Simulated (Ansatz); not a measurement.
The system is WS2.

```
W S
1.0
     1.57900    0.91164    6.16333
    -1.57900    0.91164    6.16333
     0.00000   -1.82327    6.16333
W S
1 2
Direct
  0.00000 0.00000 0.00000
  0.58100 0.58100 0.58100
  0.75030 0.75030 0.75030
```

Measurements of this composition are mostly on another form, of space group No. 194.

Base run:

```yaml
Program: Ansatz 0.2.0
Functional: PBEsol
Potentials_or_basis: Ansatz PAW
Cutoff: "420 eV (not typed: the program's choice for these potentials)"
k_mesh: 10 × 10 × 10
Occupations: fermi-dirac, width 0.05 eV
Spin: no spin polarisation
```

Its results: band gap on the k mesh 1.01 eV, indirect (least direct gap 2.23 eV); pressure -0.6 GPa; largest force 0.599 eV/Å.

Problem. The run is repeated on the same cell with these changes: hubbard terms from none to W d U = 5 eV; hubbard projectors from none to ortho-atomic (the default). What comes out?

Solution. Band gap on the k mesh 1.16 eV, indirect (least direct gap 1.98 eV); pressure -0.2 GPa; largest force 0.606 eV/Å.

The U term pushes filled and empty states of the shell apart.

Caveats: spin-orbit coupling is left out, which moves the levels of the heavy elements; the PAW data sets come from PBE, with cores solved anew for the run's functional, which leaves a small shift of forces and pressure; the k mesh misses the band edges, so the gap on the mesh is wider than the one along the path (some runs).
